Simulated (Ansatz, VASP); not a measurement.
## One calculation of Ti, two programs

```
Ti
1.0
     2.95000    0.00000    0.00000
    -1.47500    2.55477    0.00000
     0.00000    0.00000    4.68000
Ti
2
Cartesian
  0.0000 1.7032 1.1700
  1.4750 0.8516 3.5100
```

Alike in both runs: task single point; functional PBE; k mesh 18 × 18 × 8; occupations gaussian, width 0.05 eV; no spin polarisation.

```csv
,VASP,Ansatz
version,VASP 6.6.1,Ansatz 0.2.0
potentials or method,"VASP PAW PBE potentials, release 64 (Ti_sv)","scalar-relativistic, plane waves, PAW"
plane-wave cutoff (eV),520,420
valence electrons in the cell,24,24
```

```csv
,VASP,Ansatz,Ansatz less VASP
pressure (GPa),-1.8,-1.6,+0.23
largest component of the traceless stress (GPa),0.19,0.19,-0.005
```

With one functional, cell and mesh, what is left measures potentials, basis and numerics.
